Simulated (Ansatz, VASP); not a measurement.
# Cross-check of Pt (Pt strained to the junction's net) between VASP and Ansatz

Aim: how closely do two programs agree when they are given the same cell, functional and k mesh? The structure shown is the end of the Ansatz relaxation below.

Method: plane waves, with VASP 6.6.1 beside it; single point at PBE, in Ansatz 0.2.0.

## (1) Starting point

The structure is tetragonal, space group I4/mmm (No. 139). Conventional cell: a = 2.830 Å, b = 2.830 Å, c = 3.930 Å, α = 90.00°, β = 90.00°, γ = 90.00°. Pt has 12 Pt at 2.80 to 2.83 Å nearest.

Structure file:

```cif
data_structure
_symmetry_space_group_name_H-M 'P 1'
_symmetry_Int_Tables_number 1
_cell_length_a 4.0020
_cell_length_b 4.0020
_cell_length_c 3.9301
_cell_angle_alpha 90.000
_cell_angle_beta 90.000
_cell_angle_gamma 90.000
_cell_volume 62.94
loop_
_atom_site_label
_atom_site_type_symbol
_atom_site_fract_x
_atom_site_fract_y
_atom_site_fract_z
_atom_site_occupancy
Pt1 Pt 0.00000 0.00000 0.00000 1
Pt2 Pt 0.50000 0.50000 0.00000 1
Pt3 Pt 0.50000 0.00000 0.50000 1
Pt4 Pt 0.00000 0.50000 0.50000 1
```

## (2) Ansatz: relaxation, PBE

Ansatz runs on its default PAW (the set named soft_2) files.

This run makes the geometry at which the two programs are then compared.

input.yaml

```yaml
crystal:
  lattice:
    - [4.002, 0.0, 0.0]
    - [0.0, 4.002, 0.0]
    - [0.0, 0.0, 3.9476]
  atoms:
    - { symbol: Pt, position: [0.0, 0.0, 0.0] }
    - { symbol: Pt, position: [0.5, 0.5, 0.0] }
    - { symbol: Pt, position: [0.5, 0.0, 0.5] }
    - { symbol: Pt, position: [0.0, 0.5, 0.5] }
kpoints:
  mp_grid: { grid: [8, 8, 8] }
scf:
  occupations: { method: fermi_dirac, width: 0.1 }
  max_iter: 150
hamiltonian:
  xc: pbe
relax:
  f_tol: 0.01
  max_steps: 40
  cell: { fix: [a, b, angles] }
```

Command:

```
> ansatz run input.yaml --threads 8 --pin off --max-ram 40960MiB --backend cuda --events-out ev --progress --plain --runs-dir out --max-vram 78GiB
```

Numbers of over 12 decimals in the logs are rounded to 6 here.

Output:

```text
Engine: ansatz 0.2.0, aarch64-unknown-linux-gnu
Pseudopotentials: kind: paw
Pseudopotential: Pt, paw, valence charge 18, recommended cutoff 420 eV (normal), Pt.paw.azcp
Functional definition: PBE
  parameter kappa = 0.804
  parameter beta = 0.066725
  exchange = pbe_x(kappa = kappa, mu = beta*pi^2/3)
  correlation = pbe_c(beta = beta)
[...]
Crystal: 4 atoms, lattice volume = 63.225 Å³
Basis set: ecut = 420 eV, 1229 PW (Γ), exchange–correlation on 54×54×54 points (8 copies of the dense FFT grid, shifted against one another)
Bands: 44, of which v1, the nominal top of the filled ones, is band 36 counted from 1 (35 counted from 0)
Symmetry: 64 space group operations
Space group: I4/mmm (ITA 139), of the structure as read, at distance tolerance 4.0e-5 Å
k-points: 75 of 512
Non-local potential: Pt, projectors of the file, l = 0: 3, l = 1: 2, l = 2: 2, l = 3: 1
PAW form: soft (Blöchl's): semilocal exchange-correlation on the pseudo side does not see the compensation charge
PAW one-centre angular grid: Pt, 590 points (default); XC on 64 Gauss nodes
Initial density: superposition of atomic densities (neutral atoms: chi_scale 0, normalization atom), corrected by the library's trained network
Initial wavefunctions: pseudopotential atomic-orbital guess
[...]
Functional: x = pbe(κ = 0.804, μ = 0.219515), c = pbe(β = 0.066725)
SCF iter   1: F=—  HF=-50092.172354 eV  |F-HF|=—  |Δ(HF+E_count)|=         —  Δρ=3.36e-3  dr2=1.36e-3  ethr=1.77e-3  ⟨swp⟩=5.5  Hψ=11102  notcnv=0
preconditioner: auto → Kerker (q_TF=auto, 2.788 Å⁻¹)  [metal: Δε(μ)=0.007 eV  Ē_g=8.816 eV  σ=0.100 eV  W_gap=0.02  n_scr=26 (ndim 8)  ℏωp=29.5 eV  f_vac=0.000  D(μ)=7.35/eV (n_scr^D=92)]
SCF iter   2: F=—  HF=-50092.176340 eV  |F-HF|=—  |Δ(HF+E_count)|=   3.99e-3  Δρ=1.87e-3  dr2=4.45e-4  ethr=1.88e-6  ⟨swp⟩=3.0  Hψ=7169  notcnv=0
[...]
SCF iter   6: F=-50092.177510 eV  HF=-50092.177510 eV  |F-HF|=3.64e-11  |Δ(HF+E_count)|=   1.38e-8  Δρ=2.23e-6  dr2=2.43e-9  ethr=1.26e-10  ⟨swp⟩=2.3  Hψ=9668  notcnv=0
SCF 1 converged in 6 iterations: F = -50092.177510 eV  dr2 = 2.43e-9
  greatest PAW one-centre occupation: 1.000 electrons in one spin orbital (limit 2), on the Pt atom at site 3 (counted from 0), in its partial waves of l = 0
relax step   1: F+E_penalty+E_count = -50092.17751010 eV  Δ(F+E_penalty+E_count) = +0.000e0 eV  max|allowed force component| = 2.524e-26 eV/Å  Δτ_max = 0.0000 Å  P = -2.188 GPa  Ω = 63.225 Å³  fix = [a, b, alpha, beta, gamma]  reactions: a -2.604, b -2.604 GPa  (6 SCF iters, dr2 threshold 1.00e-7 eV, accepted)
[...]
relax step   2: F+E_penalty+E_count = -50092.17746195 eV  Δ(F+E_penalty+E_count) = +4.815e-5 eV  max|allowed force component| = 3.211e-26 eV/Å  Δτ_max = 0.0000 Å  P = +0.142 GPa  Ω = 62.624 Å³  energy of the carried Pulay correction = +2.646e-4 eV  fix = [a, b, alpha, beta, gamma]  (6 SCF iters, dr2 threshold 4.00e-7 eV, rejected (line search))
[...]
relax step   3: F+E_penalty+E_count = -50092.17884411 eV  Δ(F+E_penalty+E_count) = -1.334e-3 eV  max|allowed force component| = 3.534e-28 eV/Å  Δτ_max = 0.0000 Å  P = -1.121 GPa  Ω = 62.944 Å³  energy of the carried Pulay correction = +1.232e-4 eV  fix = [a, b, alpha, beta, gamma]  reactions: a -1.671, b -1.671 GPa  (7 SCF iters, accepted)
[...]
relax step   4: F+E_penalty+E_count = -50092.17871390 eV  Δ(F+E_penalty+E_count) = +1.302e-4 eV  max|allowed force component| = 4.694e-29 eV/Å  Δτ_max = 0.0000 Å  P = -1.119 GPa  Ω = 62.944 Å³  fix = [a, b, alpha, beta, gamma]  reactions: a -1.670, b -1.670 GPa  stress off target by 1.73e-2 GPa on what of the cell is left free  SCF on the basis re-selected at this cell (its energy is not comparable with the rows above)  (8 SCF iters)
basis re-selected at this cell: Δ(F+E_penalty+E_count) = +1.302e-4 eV, ΔP = +0.002 GPa vs the last step (what re-selecting the basis moved, of the pressure what is left beyond the Pulay correction that the steps carried, after the strain that the cell walked since its last selection, with what the two solves' SCF thresholds leave and, on support functions, any second-order correction that the steps lacked; it is no m [...]
SCF converged after 8 iterations
Free energy (F): -50092.178714 eV
Harris-Foulkes:  -50092.178714 eV  (|F-HF|=1.46e-11)
Internal energy: -50091.947548 eV  (E = F + TS)
E sigma→0 (E₀):  -50092.063131 eV
Entropy (-TS):   -0.231166 eV (-57.792 meV/atom)
Fermi energy:    22.109052 eV
--- Per-component energies (eV) ---
  E_band       = -592.129880
  E_kinetic    = 2547.192750
  E_local      = -6068.613818  (includes V_loc(G=0)·N_el)
  E_nonlocal   = 799.256382
  E_hartree    = 2246.511368
  E_xc         = -1046.052629
  E_vxc        = -1209.927636  (∫ρ·V_xc dr)
  E_paw        = -37815.522684  (= ΣΔE_a)
  E_vpaw       = -1153.061098  (= ΣTr[D̂ρ^β])
  E_aug_tail   = 0.000805  (compensation charges beyond the density's cutoff)
  E_ewald      = -10754.719720
  E_smearing   = -0.231166  (= −TS)
  E_closure    = 0.000000  (closes the sum)
  Σ components = -50092.178714   (vs F -50092.178714, Δ=0.00e0)
--- Forces (eV/Å), atoms counted from 1 ---
  atom   1  Pt    -0.00000000     0.00000000     0.00000000
  atom   2  Pt     0.00000000     0.00000000     0.00000000
  atom   3  Pt     0.00000000    -0.00000000     0.00000000
  atom   4  Pt    -0.00000000    -0.00000000     0.00000000
  max |Σ_I F_I| component: 2.37e-29 eV/Å
--- Stress (GPa, compression-positive) ---
       -1.669614       0.000000       0.000000
        0.000000      -1.669614      -0.000000
        0.000000      -0.000000      -0.017285
  P = ⅓ Tr σ = -1.1188 GPa (-11.188 kbar)
--- Band table (eV; the first three rows and the last of 75) ---
  k-point 0: bands = [... 32 lower, 22.4730, 22.5687, 22.5687, 22.6358, 22.6358, 23.8459, 23.8459, 24.1875, ... 4 higher]
  k-point 1: bands = [... 32 lower, 22.0255, 22.3057, 22.3057, 22.4735, 22.4735, 23.1669, 25.0709, 25.0709, ... 4 higher]
  k-point 2: bands = [... 32 lower, 21.3401, 21.6503, 21.6503, 21.8290, 22.4749, 22.4749, 26.8085, 26.8085, ... 4 higher]
  k-point 74: bands = [... 32 lower, 22.0880, 22.0880, 22.0880, 22.0880, 22.1888, 22.1888, 22.1888, 22.1888, ... 4 higher]
--- Relaxed structure (3 steps of the walk, 2 accepted, 1 SCFs on fresh bases) ---
  F+E_penalty+E_count = -50092.17871390 eV   max|allowed force component| = 4.694e-29 eV/Å   (the final SCF, on the basis selected at the relaxed cell)
  cell:  # Å, volume = 62.9443 Å³
    - [4.002, 0, 0]
    - [0, 4.002, 0]
    - [0, 0, 3.930085]
  atoms:
    - { symbol: Pt, position: [0, 0, 0] }
    - { symbol: Pt, position: [0.5, 0.5, 0] }
    - { symbol: Pt, position: [0.5, 0, 0.5] }
    - { symbol: Pt, position: [0, 0.5, 0.5] }
```

Reading the cycles: dr2 is the Hartree energy of the density residual (eV), the measure of convergence; HF is the Harris–Foulkes estimate of the energy, which meets the free energy F at convergence.

## (3) VASP: single point, PBE

The same cell, functional, mesh and smearing now go to VASP, with its own data sets.

Lines of VASP's logs that name or quote its potential files are left out, and so is its time.

INCAR

```
SYSTEM = Pt
PREC = Accurate
ENCUT = 500
EDIFF = 1E-06
NELM = 120
ISMEAR = -1
SIGMA = 0.1
LREAL = .FALSE.
ALGO = Normal
GGA = PE
NBANDS = 26
LASPH = .TRUE.
LORBIT = 11
LWAVE = .FALSE.
LCHARG = .FALSE.
ISIF = 2
GGA_COMPAT = .FALSE.
```

POSCAR

```
Pt
1.0
    4.0020000000      0.0000000000      0.0000000000
    0.0000000000      4.0020000000      0.0000000000
    0.0000000000      0.0000000000      3.9300846159
Pt
4
Direct
    0.0000000000      0.0000000000      0.0000000000
    0.5000000000      0.5000000000      0.0000000000
    0.5000000000      0.0000000000      0.5000000000
    0.0000000000      0.5000000000      0.5000000000
```

KPOINTS

```
Automatic mesh
0
Gamma
8 8 8
0 0 0
```

PAW data sets: Pt (PBE family, release 64).

Command:

```
> mpirun -np 1 vasp_std
```

Output:

```text
[banner, memory and clock lines left out]
running    1 mpi-ranks, on    1 nodes
 distrk:  each k-point on    1 cores,    1 groups
 distr:  one band on    1 cores,    1 groups

 POSCAR found type information on POSCAR Pt
 POSCAR found :  1 types and       4 ions
 LDA part: xc-table for (Slater+PW92), standard interpolation
 POSCAR, INCAR and KPOINTS ok, starting setup
 FFT: planning ... GRIDC
 FFT: planning ... GRID_SOFT
 FFT: planning ... GRID
 WAVECAR not read
 entering main loop
       N       E                     dE             d eps       ncg     rms          rms(c)
DAV:   1     0.240394891731E+03    0.24039E+03   -0.20093E+04  3956   0.143E+03
DAV:   2    -0.184939090778E+02   -0.25889E+03   -0.25047E+03  4568   0.313E+02
DAV:   3    -0.259608580837E+02   -0.74669E+01   -0.72459E+01  4258   0.503E+01
DAV:   4    -0.260379338594E+02   -0.77076E-01   -0.76820E-01  4174   0.517E+00
DAV:   5    -0.260387961109E+02   -0.86225E-03   -0.86207E-03  4190   0.576E-01    0.228E+01
DAV:   6    -0.246605043745E+02    0.13783E+01   -0.30012E+00  3950   0.122E+01    0.121E+01
DAV:   7    -0.245255427037E+02    0.13496E+00   -0.52356E-01  4072   0.492E+00    0.439E+00
DAV:   8    -0.245132239221E+02    0.12319E-01   -0.41181E-02  3984   0.136E+00    0.115E+00
DAV:   9    -0.245123832638E+02    0.84066E-03   -0.75594E-04  4066   0.194E-01    0.549E-02
DAV:  10    -0.245124085859E+02   -0.25322E-04   -0.16948E-05  4248   0.289E-02    0.774E-03
DAV:  11    -0.245124099509E+02   -0.13650E-05   -0.12147E-06  2162   0.705E-03    0.205E-03
DAV:  12    -0.245124099986E+02   -0.47794E-07   -0.87552E-08  2050   0.186E-03
   1 F= -.24512410E+02 E0= -.24396429E+02  d E =-.231963E+00
```

OUTCAR, selected parts (step 3):

```text
ion  position               nearest neighbor table
   1  0.000  0.000  0.000-   3 2.80   4 2.80   3 2.80   4 2.80   4 2.80   4 2.80   3 2.80   3 2.80
                             2 2.83   2 2.83   2 2.83   2 2.83
   2  0.500  0.500  0.000-   3 2.80   4 2.80   3 2.80   4 2.80   3 2.80   3 2.80   4 2.80   4 2.80
                             1 2.83   1 2.83   1 2.83   1 2.83
   3  0.500  0.000  0.500-   1 2.80   2 2.80   1 2.80   2 2.80   2 2.80   2 2.80   1 2.80   1 2.80
                             4 2.83   4 2.83   4 2.83   4 2.83
   4  0.000  0.500  0.500-   1 2.80   2 2.80   1 2.80   2 2.80   1 2.80   1 2.80   2 2.80   2 2.80
                             3 2.83   3 2.83   3 2.83   3 2.83

  LATTYP: Found a simple tetragonal cell.
 ALAT       =     4.0020000000
 C/A-ratio  =     0.9820301389

 Subroutine GETGRP returns: Found 16 space group operations
 (whereof 16 operations were pure point group operations)

The static configuration has the point symmetry D_4h.

 Found     75 irreducible k-points:

   k-points           NKPTS =     75   k-points in BZ     NKDIM =     75   number of bands    NBANDS=     26

   dimension x,y,z NGX =    30 NGY =   30 NGZ =   30
   dimension x,y,z NGXF=    60 NGYF=   60 NGZF=   60

   ENCUT  =  500.0 eV  36.75 Ry    6.06 a.u.   7.30  7.30  7.17*2*pi/ulx,y,z

   NELECT =      40.0000    total number of electrons

 k-points in reciprocal lattice and weights: Automatic mesh
   0.00000000  0.00000000  0.00000000       0.002
   0.12500000  0.00000000  0.00000000       0.008
   0.25000000  0.00000000  0.00000000       0.008
   0.37500000  0.00000000  0.00000000       0.008
   0.50000000  0.00000000  0.00000000       0.004
   0.12500000  0.12500000  0.00000000       0.008
   0.25000000  0.12500000  0.00000000       0.016
   0.37500000  0.12500000  0.00000000       0.016
   0.50000000  0.12500000  0.00000000       0.008
[...]
0.50000000  0.37500000  0.50000000       0.008
   0.50000000  0.50000000  0.50000000       0.002

 average (electrostatic) potential at core
       1 -63.5549       2 -63.5549       3 -63.5549       4 -63.5549

 E-fermi :  10.4627

 k-point     1 :       0.0000    0.0000    0.0000
  band No.  band energies     occupation
    ...
     11       8.8201      2.00000
     12       9.0489      2.00000
     13      10.4497      1.06488
     14      10.4587      1.01983
     15      10.4587      1.01983
     16      10.8247      0.05217
     17      10.8247      0.05217
     18      10.9197      0.02049
     19      10.9197      0.02049
     20      10.9863      0.01058
    ...

 k-point     2 :       0.1250    0.0000    0.0000
  band No.  band energies     occupation
    ...
     13       9.8019      1.99730
     14       9.9407      1.98924
     15      10.2365      1.81133
     16      10.2386      1.80778
     17      10.3952      1.32510
     18      10.5908      0.43472
     19      10.7277      0.13192
     20      10.9227      0.01990
     21      10.9842      0.01081
     22      11.2344      0.00089
    ...

 k-point     3 :       0.2500    0.0000    0.0000
  band No.  band energies     occupation
    ...
     16       9.6490      1.99941
     17       9.6584      1.99936
     18       9.9997      1.98068
     19      10.0777      1.95833
     20      10.2229      1.83332
     21      10.9309      0.01835
     22      10.9779      0.01150
     23      15.0377      0.00000
     24      15.3257      0.00000
     25      17.8905      0.00000
    ...

  Total       -0.8356123     -0.8356123     -0.1929220      0.0000000      0.0000000     -0.0000000
  in kB      -21.2696015    -21.2696015     -4.9106185      0.0000000      0.0000000     -0.0000000
  external PRESSURE =     -15.8166071 kB  Pullay stress =       0.0000000 kB

  energy-cutoff  :      500.00
  volume of cell :       62.94
      direct lattice vectors                 reciprocal lattice vectors
     4.002000000  0.000000000  0.000000000     0.249875062  0.000000000  0.000000000
     0.000000000  4.002000000  0.000000000     0.000000000  0.249875062  0.000000000
     0.000000000  0.000000000  3.930084616     0.000000000  0.000000000  0.254447448

 POSITION                                       TOTAL-FORCE (eV/Angst)
 -----------------------------------------------------------------------------------
      0.00000      0.00000      0.00000         0.000000      0.000000      0.000000
      2.00100      2.00100      0.00000        -0.000000      0.000000     -0.000000
      2.00100      0.00000      1.96504        -0.000000     -0.000000      0.000000
      0.00000      2.00100      1.96504         0.000000     -0.000000     -0.000000
 -----------------------------------------------------------------------------------
    total drift:                                0.000000      0.000000     -0.000000

  FREE ENERGIE OF THE ION-ELECTRON SYSTEM (eV)
  ---------------------------------------------------
  free  energy   TOTEN  =       -24.5124099986 eV

  energy  without entropy=      -24.2804472078  energy(sigma->0) =      -24.39642860

 total charge
# of ion       s       p       d       tot
------------------------------------------
    1        0.618   0.562   8.011   9.190
    2        0.618   0.562   8.011   9.190
    3        0.618   0.562   8.011   9.190
    4        0.618   0.562   8.011   9.190
--------------------------------------------------
tot          2.470   2.247  32.042  36.759

[... 3 further parts left out ...]
```

The run ends at a pressure of -1.58 GPa.

## (4) Side by side

Known differences besides the potentials themselves: the data sets hold 72 valence electrons in Ansatz (on its default PAW (the set named soft_2) files) and 40 in VASP; the cutoff is 420 eV in Ansatz and 500 eV in VASP; Ansatz's pressure holds a Pulay correction, VASP's none. Total energies have different zeros and are not compared.

Compared:

```
      quantity  Ansatz   VASP  difference
pressure (GPa)   -1.12  -1.58       +0.46
```

## (5) Outcome

| Quantity | Value |
| --- | --- |
| difference in pressure (single point, PBE) | 0.46 GPa |

What this shows: The difference in pressure is 0.46 GPa (single point, PBE), within the 1 GPa picked in this series as the mark of a large difference. The data sets hold unlike numbers of valence electrons (72 in Ansatz and 40 in VASP), so part of the differences comes from the potentials. Such differences can come from data sets, numerical settings and the points named under the comparisons, not from the functional's error against experiment.

[Lines on the potential files, build, host, timing and source positions are cut from VASP's logs without a mark.]

[Logs are printed without paths, hosts, clocks, repeated set-up lines and the standing remarks that a program may print on its own settings, such as how far it seeks lower states.]

[Hosts, paths, dates, database ids (printed as entryN), source tags and the programs' standing remarks are cut or masked in the printed files.]
